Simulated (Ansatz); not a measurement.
## Mn: computed properties

Method: Ansatz, DFT PBE, scalar-relativistic, plane waves, PAW.

Cutoff 420 eV; k points 20×20×20 on the computed 1-atom cell (Γ-centred); Gaussian smearing, width 0.10 eV; collinear spin from starting moments 0.94 μB.

The structure is relaxed at this level of theory with its symmetry kept. This bcc form isn't the element's structure at ambient conditions.

```
Mn
1.0
    -1.39830    1.39830    1.39830
     1.39830   -1.39830    1.39830
     1.39830    1.39830   -1.39830
Mn
1
Cartesian
  0.0000 0.0000 0.0000
```

Task: Formation energy from the elements' standard states (uncorrected)?

Result: +0.169 eV/atom.

Task: Density of states at the Fermi level?

Result: 2.15 states/eV per cell.

Task: Löwdin character within 0.5 eV of the Fermi level?

Result: Mn 3d 97 %.

Task: Bader charges (e)?

Result: Mn (1 in the cell) 0.00.

Task: Total moment?

Result: 0.85 μB per cell.

Task: Site moments (μB; atoms counted from 1 over the whole cell)?

Result: Mn (atom 1) 0.85.

Only this magnetic start was tried.

Cost: 9 runs of about 1.8 core-minutes in all, on Arm Neoverse V2 (shared hosts).